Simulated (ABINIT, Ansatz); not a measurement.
# BP (F-43m): Raman and infrared activity

Which lines does BP (F-43m) show in Raman and infrared spectra?

Method: DFT LDA, scalar-relativistic, plane waves, PseudoDojo norm-conserving pseudopotentials, in ABINIT 10.8.3.

The experiments to compare with:

For BP, zinc blende (metal-flux-grown single crystal, 100 K), “Thermal expansion coefficients of high thermal conducting BAs and BP materials” (2019, arxiv:1906.04101) gives, by single-crystal XRD (Mo K-alpha): lattice constant a (cubic a at 100 K) 4.5383 ± 0.0008 Å.

For BP, zinc blende (synthetic BP; powder or crystal not specified, 300 K), “Boron phosphide under pressure: in situ study by Raman scattering and X-ray diffraction” (2015, arxiv:1505.05714) gives, by Raman scattering, 514.5 nm, backscattering: Raman mode (TO at Gamma (T2), ambient spectrum) 794 cm⁻¹ [very weak band; the pressure fit in the same paper quotes about 797 cm-1].

## Step 1: The structure

Symmetry: F-43m, No. 216, cubic system. The conventional cell has a = 4.487 Å, b = 4.487 Å, c = 4.487 Å, α = 90.00°, β = 90.00°, γ = 90.00°. Nearest to B lie 4 P at 1.94 Å. P has 4 B at 1.94 Å nearest. Farther neighbours are not listed.

## Step 2: Relaxing the cell and atoms

Frequencies change by per cents with a per cent of volume, so the structure is first brought to rest at this level of theory.

The starting cell comes from a relaxation made beforehand in Ansatz (LDA, PseudoDojo NC).

relax.abi reads:

```
# relaxation
ionmov 2
optcell 2
ecutsm 0.5
dilatmx 1.08
ntime 40
tolmxf 1.0d-05
tolvrs 1.0d-14
prtwf 0
prtden 0
chksymtnons 0

# basis, mesh and filling
ecut 34.0
ngkpt 10 10 10
nshiftk 1
shiftk 0.0 0.0 0.0
istwfk *1
occopt 1
nband 4
nstep 100
diemac 9.0
prtebands 0
prtgsr 0

# cell and atoms
acell 3*1.0 Angstrom
rprim 
    -2.243625912 0.0 2.243625912
    0.0 2.243625912 2.243625912
    -2.243625912 2.243625912 0.0
ntypat 2
znucl 5 15
natom 2
typat 1 2
xred 
    0.0 0.0 0.0
    0.25 0.25 0.25
pp_dirpath "./pseudo"
pseudos "B.upf, P.upf"
```

On the command line:

```
> OMP_NUM_THREADS=1 mpirun -n 2 abinit relax.abi > relax.log
```

Numbers of over 12 decimals in the logs are rounded to 6 here.

relax.abo, the main output file:

```text
[banners, grids, parts of the stress and lines that vanish by symmetry left out]
- input  file    -> relax.abi
- output file    -> relax.abo
- root for input  files -> relaxi
[...]
Symmetries : space group F-4 3 m (#216); Bravais cF (face-center cubic)
[...]
mpw =        1849          nfft =       46656          nkpt =          47
[...]
== DATASET  1 ==================================================================
[...]
cutoff_energies: {ecut:  34.0, pawecutdg:  -1.0, }
[...]
ETOT  1  -9.917634    -9.918E+00 5.114E-02 1.597E+02
 ETOT  2  -9.940534    -2.290E-02 5.041E-05 3.144E+01
 ETOT  3  -9.945812    -5.278E-03 8.108E-05 5.415E-01
 ETOT  4  -9.945898    -8.671E-05 1.185E-06 1.200E-03
 ETOT  5  -9.945899    -1.417E-07 4.351E-08 1.216E-05
 ETOT  6  -9.945899    -1.915E-09 1.771E-10 4.155E-08
 ETOT  7  -9.945899    -6.478E-12 9.932E-12 1.267E-09
 ETOT  8  -9.945899    -1.101E-13 9.933E-14 6.499E-12
 ETOT  9  -9.945899    -1.474E-13 5.386E-15 5.924E-15
 At SCF step    9       vres2   =  5.92E-15 < tolvrs=  1.00E-14 =>converged.
[...]
sigma(1 1)=  2.67603979E-08  sigma(3 2)=  0.00000000E+00
  sigma(2 2)=  2.67603979E-08  sigma(3 1)=  0.00000000E+00
  sigma(3 3)=  2.67603979E-08  sigma(2 1)=  0.00000000E+00
[...]
convergence: {deltae: -1.474E-13, res2:  5.924E-15, residm:  5.386E-15, diffor: null, }
etotal    :  -9.94589861E+00
[...]
At Broyd/MD step   1, gradients are converged :
[...]
sigma(1 1)=  2.67603979E-08  sigma(3 2)=  0.00000000E+00
  sigma(2 2)=  2.67603979E-08  sigma(3 1)=  0.00000000E+00
  sigma(3 3)=  2.67603979E-08  sigma(2 1)=  0.00000000E+00
[...]
- sigma(1 1)=  7.87318089E-04  sigma(3 2)=  0.00000000E+00
- sigma(2 2)=  7.87318089E-04  sigma(3 1)=  0.00000000E+00
- sigma(3 3)=  7.87318089E-04  sigma(2 1)=  0.00000000E+00
[...]
fcart     -0.0000000000E+00 -0.0000000000E+00 -0.0000000000E+00
           strten      2.6760397921E-08  2.6760397921E-08  2.6760397921E-08
================================================================================

[key lines of the parts left out:]
pressure_GPa:  -7.8732E-04
Total energy (etotal) [Ha]= -9.94589860847226E+00
```

Run time: 6.1 s. Hardware: 2 MPI ranks of Arm Neoverse V2, shared host; 12 s of CPU time.

Little changed from the start: no atom moved by 0.005 Å and no cell edge by 0.1 %.

This step gave:

| Property | Result |
| --- | --- |
| volume per atom | 11.29 Å³ |
| pressure | -7.87e-4 GPa |

## Step 3: Ground state

First-order wavefunctions inherit every error of the ground state, hence the very tight tolvrs. The mesh is shifted off Γ, since shifted meshes converge sums over the zone faster.

gs.abi reads:

```
# ground state
tolvrs 1.0d-16
prtden 1
prtwf 1

# basis, mesh and filling
ecut 34.0
ngkpt 8 8 8
nshiftk 4
shiftk 
    0.5 0.5 0.5
    0.5 0.0 0.0
    0.0 0.5 0.0
    0.0 0.0 0.5
istwfk *1
occopt 1
nband 4
nstep 100
diemac 9.0
prtebands 0
prtgsr 0

# cell and atoms
acell 3*1.0 Angstrom
rprim 
    -2.243625913 0.0 2.243625913
    0.0 2.243625913 2.243625913
    -2.243625913 2.243625913 0.0
ntypat 2
znucl 5 15
natom 2
typat 1 2
xred 
    0.0 0.0 0.0
    0.25 0.25 0.25
pp_dirpath "./pseudo"
pseudos "B.upf, P.upf"
```

On the command line:

```
> OMP_NUM_THREADS=1 mpirun -n 2 abinit gs.abi > gs.log
```

gs.abo, the main output file:

```text
[banners, grids, parts of the stress and lines that vanish by symmetry left out]
- input  file    -> gs.abi
- output file    -> gs.abo
- root for input  files -> gsi
[...]
Symmetries : space group F-4 3 m (#216); Bravais cF (face-center cubic)
[...]
mpw =        1458          nfft =       32768          nkpt =          60
[...]
== DATASET  1 ==================================================================
[...]
cutoff_energies: {ecut:  34.0, pawecutdg:  -1.0, }
[...]
ETOT  1  -9.918038    -9.918E+00 7.620E-02 1.119E+02
 ETOT  2  -9.940585    -2.255E-02 1.391E-05 2.196E+01
 ETOT  3  -9.945833    -5.247E-03 6.934E-05 3.824E-01
 ETOT  4  -9.945920    -8.734E-05 1.057E-06 8.235E-04
 ETOT  5  -9.945920    -1.396E-07 2.452E-08 8.332E-06
[...]
ETOT  9  -9.945920    -5.151E-14 1.357E-15 4.592E-15
 ETOT 10  -9.945920     1.421E-13 3.612E-17 9.714E-17
 At SCF step   10       vres2   =  9.71E-17 < tolvrs=  1.00E-16 =>converged.
[...]
sigma(1 1)=  6.05860631E-06  sigma(3 2)=  0.00000000E+00
  sigma(2 2)=  6.05860631E-06  sigma(3 1)=  0.00000000E+00
  sigma(3 3)=  6.05860631E-06  sigma(2 1)=  0.00000000E+00
[...]
convergence: {deltae:  1.421E-13, res2:  9.714E-17, residm:  3.612E-17, diffor: null, }
etotal    :  -9.94591999E+00
[...]
sigma(1 1)=  6.05860631E-06  sigma(3 2)=  0.00000000E+00
  sigma(2 2)=  6.05860631E-06  sigma(3 1)=  0.00000000E+00
  sigma(3 3)=  6.05860631E-06  sigma(2 1)=  0.00000000E+00
[...]
- sigma(1 1)=  1.78250352E-01  sigma(3 2)=  0.00000000E+00
- sigma(2 2)=  1.78250352E-01  sigma(3 1)=  0.00000000E+00
- sigma(3 3)=  1.78250352E-01  sigma(2 1)=  0.00000000E+00
[...]
fcart     -0.0000000000E+00 -0.0000000000E+00 -0.0000000000E+00
           strten      6.0586063105E-06  6.0586063105E-06  6.0586063105E-06
================================================================================

[key lines of the parts left out:]
pressure_GPa:  -1.7825E-01
```

Elapsed: 5 s, on 2 MPI ranks; 9.8 s of CPU time.

Numbers from this step:

```
pressure : -0.1783 GPa
```

The cell stands at -0.18 GPa: the relaxation ran with a smoothed cutoff and on another k mesh.

## Step 4: Empty bands

Empty bands on the ground state's density check that the gap assumed so far is there in this cell.

gap.abi reads:

```
# empty bands on the ground state's density
iscf -2
getden_filepath "gso_DEN"
tolwfr 1.0d-12
nbdbuf 2
prtwf 0

# basis, mesh and filling
ecut 34.0
ngkpt 12 12 12
nshiftk 1
shiftk 0.0 0.0 0.0
istwfk *1
occopt 1
nband 8
nstep 100
diemac 9.0
prtebands 0
prtgsr 0

# cell and atoms
acell 3*1.0 Angstrom
rprim 
    -2.243625913 0.0 2.243625913
    0.0 2.243625913 2.243625913
    -2.243625913 2.243625913 0.0
ntypat 2
znucl 5 15
natom 2
typat 1 2
xred 
    0.0 0.0 0.0
    0.25 0.25 0.25
pp_dirpath "./pseudo"
pseudos "B.upf, P.upf"
```

On the command line:

```
> OMP_NUM_THREADS=1 mpirun -n 2 abinit gap.abi > gap.log
```

gap.abo, the main output file:

```text
[banners, grids, parts of the stress and lines that vanish by symmetry left out]
- input  file    -> gap.abi
- output file    -> gap.abo
- root for input  files -> gapi
[...]
Symmetries : space group F-4 3 m (#216); Bravais cF (face-center cubic)
[...]
mpw =        1459          nfft =       32768          nkpt =          72
[...]
== DATASET  1 ==================================================================
[...]
cutoff_energies: {ecut:  34.0, pawecutdg:  -1.0, }
[...]
-outvars: echo values of variables after computation
            acell      1.8897261259E+00  1.8897261259E+00  1.8897261259E+00 Bohr
================================================================================
```

The job ended after 5.5 s (2 MPI ranks; 11 s of CPU time).

Numbers from this step:

- gap on the k-mesh: 1.157 eV

In this cell the gap on the mesh is 1.2 eV, indirect (smallest direct 3.4 eV), so fixed occupations hold.

## Step 5: Zone-centre response

The derivative of the wavefunctions by k comes first, since the response to a field is built on it; then the field and the displacements that symmetry doesn't supply are solved at q = 0. By the 2n+1 theorem the first-order wavefunctions also give third derivatives: Raman tensors and the non-linear susceptibility.

It reads the wavefunctions written in step 3.

dfpt_gamma.abi reads:

```
ndtset 3

# common to the responses
getwfk_filepath "gso_WFK"
kptopt 2
nqpt 1
qpt 0.0 0.0 0.0
asr 0
chneut 0

# d/dk
rfelfd1 2
rfdir1 1 1 1
iscf1 -3
tolwfr1 1.0d-20

# displacements, field
rfphon2 1
rfatpol2 1 2
rfdir2 1 1 1
rfelfd2 3
getddk2 1
tolvrs2 1.0d-10
prepanl2 1
prtden2 1

# third order
optdriver3 5
getden_filepath3 "gso_DEN"
get1den3 2
get1wf3 2
getddk3 1
d3e_pert1_elfd3 1
d3e_pert1_phon3 1
d3e_pert1_atpol3 1 2
d3e_pert1_dir3 1 1 1
d3e_pert2_elfd3 1
d3e_pert2_dir3 1 1 1
d3e_pert3_elfd3 1
d3e_pert3_dir3 1 1 1
usepead3 1
tolvrs3 1.0d-10

# basis, mesh and filling
ecut 34.0
ngkpt 8 8 8
nshiftk 4
shiftk 
    0.5 0.5 0.5
    0.5 0.0 0.0
    0.0 0.5 0.0
    0.0 0.0 0.5
istwfk *1
occopt 1
nband 4
nstep 100
diemac 9.0
prtebands 0
prtgsr 0

# cell and atoms
acell 3*1.0 Angstrom
rprim 
    -2.243625913 0.0 2.243625913
    0.0 2.243625913 2.243625913
    -2.243625913 2.243625913 0.0
ntypat 2
znucl 5 15
natom 2
typat 1 2
xred 
    0.0 0.0 0.0
    0.25 0.25 0.25
pp_dirpath "./pseudo"
pseudos "B.upf, P.upf"
```

On the command line:

```
> OMP_NUM_THREADS=1 mpirun -n 2 abinit dfpt_gamma.abi > dfpt_gamma.log
```

dfpt_gamma.abo, the main output file:

```text
[banners, grids, parts of the stress and lines that vanish by symmetry left out]
- input  file    -> dfpt_gamma.abi
- output file    -> dfpt_gamma.abo
- root for input  files -> dfpt_gammai
[...]
DATASET    1 : space group F-4 3 m (#216); Bravais cF (face-center cubic)
[...]
nfft =       32768          nkpt =        1024
[...]
DATASET    2 : space group F-4 3 m (#216); Bravais cF (face-center cubic)
[...]
nfft =       32768          nkpt =        1024
[...]
DATASET    3 : space group F-4 3 m (#216); Bravais cF (face-center cubic)
[...]
mpw =        1458          nfft =       32768          nkpt =        1024
[...]
== DATASET  1 ==================================================================
[...]
cutoff_energies: {ecut:  34.0, pawecutdg:  -1.0, }
[...]
- 15.00000   5.00000  180309                  znucl, zion, pspdat
[...]
Perturbation : derivative vs k along direction   1
[...]
-ETOT  1  -12.674315075187     -1.267E+01 5.241E-01 0.000E+00
 ETOT  2  -12.710717108743     -3.640E-02 3.955E-03 0.000E+00
 ETOT  3  -12.710949784338     -2.327E-04 8.498E-05 0.000E+00
 ETOT  4  -12.710952190370     -2.406E-06 1.336E-06 0.000E+00
 ETOT  5  -12.710952222506     -3.214E-08 3.081E-08 0.000E+00
[...]
At SCF step   13   max residual=  9.98E-21 < tolwfr=  1.00E-20 =>converged.
[...]
Perturbation : derivative vs k along direction   2
[...]
-ETOT  1  -12.674315075023     -1.267E+01 5.241E-01 0.000E+00
[...]
At SCF step   13   max residual=  9.98E-21 < tolwfr=  1.00E-20 =>converged.
[...]
Perturbation : derivative vs k along direction   3
[...]
-ETOT  1  -12.674315074859     -1.267E+01 5.241E-01 0.000E+00
[...]
At SCF step   13   max residual=  9.98E-21 < tolwfr=  1.00E-20 =>converged.
[...]
1        1       2.3913765863    0.0000000000
     1        2      -1.1956882932   -0.0000000000
     1        3      -1.1956882932   -0.0000000000
     2        1      -1.1956882932   -0.0000000000
     2        2       2.3913765863   -0.0000000000
     2        3       1.1956882932   -0.0000000000
     3        1      -1.1956882932   -0.0000000000
     3        2       1.1956882932   -0.0000000000
     3        3       2.3913765863   -0.0000000000
[...]
== DATASET  2 ==================================================================
[...]
cutoff_energies: {ecut:  34.0, pawecutdg:  -1.0, }
[...]
Perturbation : displacement of atom   1   along direction   1
[...]
-ETOT  1   8.156952     -2.232E+02 7.696E-01 1.790E+03
[...]
At SCF step    8       vres2   =  6.78E-12 < tolvrs=  1.00E-10 =>converged.
[...]
Perturbation : displacement of atom   2   along direction   1
[...]
-ETOT  1   7.494996     -1.173E+02 8.321E-01 1.523E+02
[...]
At SCF step    7       vres2   =  8.00E-11 < tolvrs=  1.00E-10 =>converged.
[...]
Perturbation : homogeneous electric field along direction   1
[...]
-ETOT  1  -158.44482109589     -1.584E+02 1.937E+01 1.037E+04
[...]
At SCF step    9       vres2   =  5.20E-12 < tolvrs=  1.00E-10 =>converged.
[...]
Perturbation : homogeneous electric field along direction   2
[...]
-ETOT  1  -158.44482109664     -1.584E+02 1.937E+01 1.037E+04
[...]
At SCF step    9       vres2   =  5.20E-12 < tolvrs=  1.00E-10 =>converged.
[...]
Perturbation : homogeneous electric field along direction   3
[...]
-ETOT  1  -158.44482109737     -1.584E+02 1.937E+01 1.037E+04
[...]
ETOT  8  -162.55322924997     -1.268E-11 4.951E-12 2.377E-10
 ETOT  9  -162.55322924997      3.695E-13 6.174E-14 5.198E-12
 At SCF step    9       vres2   =  5.20E-12 < tolvrs=  1.00E-10 =>converged.
[...]
Dielectric tensor, in cartesian coordinates,
[...]
1    4   1    4         9.1358916293        -0.0000000000
   1    4   2    4        -0.0000000000        -0.0000000000
   1    4   3    4         0.0000000000        -0.0000000000
   2    4   1    4        -0.0000000000        -0.0000000000
   2    4   2    4         9.1358916293        -0.0000000000
   2    4   3    4        -0.0000000000        -0.0000000000
   3    4   1    4         0.0000000000        -0.0000000000
   3    4   2    4        -0.0000000000        -0.0000000000
   3    4   3    4         9.1358916293        -0.0000000000
  Effective charges, in cartesian coordinates,
[...]
1    1   1    4        -0.6425790805         0.0000000000
   2    1   1    4        -0.0000000000         0.0000000000
   3    1   1    4         0.0000000000         0.0000000000
   1    2   1    4         0.6427311152         0.0000000000
   2    2   1    4         0.0000000000         0.0000000000
[...]
Effective charges, in cartesian coordinates,
[...]
2    4   1    2         0.0000000000         0.0000000000
   3    4   1    2         0.0000000000         0.0000000000
   1    4   2    2        -0.0000000000         0.0000000000
   2    4   2    2         0.6427311252         0.0000000000
   3    4   2    2         0.0000000000         0.0000000000
   1    4   3    2         0.0000000000         0.0000000000
   2    4   3    2         0.0000000000         0.0000000000
   3    4   3    2         0.6427311252         0.0000000000
  Phonon wavevector (reduced coordinates) :  0.00000  0.00000  0.00000
 Phonon energies in Hartree :
[...]
Phonon frequencies in cm-1    :
-  2.589686E-01  2.589688E-01  2.589693E-01  8.211000E+02  8.211000E+02
-  8.211000E+02
  Phonon at Gamma, with non-analyticity in the
[...]
Phonon energies in Hartree :
[...]
Phonon frequencies in cm-1    :
-  2.589686E-01  2.589688E-01  2.592195E-01  8.211000E+02  8.211000E+02
-  8.285484E+02
  Phonon at Gamma, with non-analyticity in the
[...]
Phonon energies in Hartree :
[...]
Phonon frequencies in cm-1    :
-  2.589686E-01  2.589693E-01  2.592190E-01  8.211000E+02  8.211000E+02
-  8.285484E+02
  Phonon at Gamma, with non-analyticity in the
[...]
Phonon energies in Hartree :
[...]
Phonon frequencies in cm-1    :
-  2.589688E-01  2.589693E-01  2.592189E-01  8.211000E+02  8.211000E+02
-  8.285484E+02
[...]
== DATASET  3 ==================================================================
[...]
cutoff_energies: {ecut:  34.0, pawecutdg:  -1.0, }
[...]
j1 : displacement of atom   1 along direction   1
[...]
j1 : displacement of atom   2 along direction   1
[...]
j2 : displacement of atom   1 along direction   1
[...]
j2 : displacement of atom   2 along direction   1
[...]
j2 : displacement of atom   1 along direction   1
[...]
j2 : displacement of atom   2 along direction   1
[...]
1          1       -0.000000004        0.000000002        0.000000002
[...]
1          2       -0.000000000        0.000000000        0.231417300
[...]
1          3       -0.000000000        0.231417297       -0.000000002
[...]
2          1        0.000000003       -0.000000002       -0.000000002
[...]
2          2       -0.000000000       -0.000000000       -0.231373705
[...]
2          3       -0.000000000       -0.231373703        0.000000002
[...]
strten2     0.0000000000E+00  0.0000000000E+00  0.0000000000E+00
           strten3     0.0000000000E+00  0.0000000000E+00  0.0000000000E+00
================================================================================
```

It took 7.7 min on 2 MPI ranks.

Numbers from this step:

```yaml
miss_of_the_charge_sum_rule: 1.52e-4 e
largest_acoustic_frequency_at_the_zone_centre_before_the_sum_rule: 0.26 cm⁻¹
highest_optical_zone_centre_mode_no_lo_to_term: 821.1 cm⁻¹
lowest_optical_zone_centre_mode: 821.1 cm⁻¹
mean_high_frequency_dielectric_constant: 9.136
largest_born_charge_in_size_third_of_the_trace: 0.6427 e
```

Born charge (rows field, columns displacement), before the sum rule (e), principal values of the symmetric part by kind of site:

| atom | atoms with these values | low | middle | high | mean |
| --- | --- | --- | --- | --- | --- |
| B1 | 1 | -0.6426 | -0.6426 | -0.6426 | -0.6426 |
| P2 | 1 | 0.6427 | 0.6427 | 0.6427 | 0.6427 |

In full for B1:

```
-0.6426  0.0000  0.0000
 0.0000 -0.6426  0.0000
 0.0000  0.0000 -0.6426
```

High-frequency dielectric tensor:

```
9.14 0.00 0.00
0.00 9.14 0.00
0.00 0.00 9.14
```

The acoustic modes at Γ come out as far as 0.3 cm⁻¹ from zero, where they should vanish, a small numerical error; the Born charges miss their sum rule by 1.5e-4 e, which is good.

[end of part 1 of 3]

[Host names and launcher messages were left out of these logs when they were recorded.]

[Logs are printed without paths, hosts, clocks, repeated set-up lines and the standing remarks that a program may print on its own settings, such as how far it seeks lower states.]

[Hosts, paths, dates, database ids (printed as entryN), source tags and the programs' standing remarks are cut or masked in the printed files.]
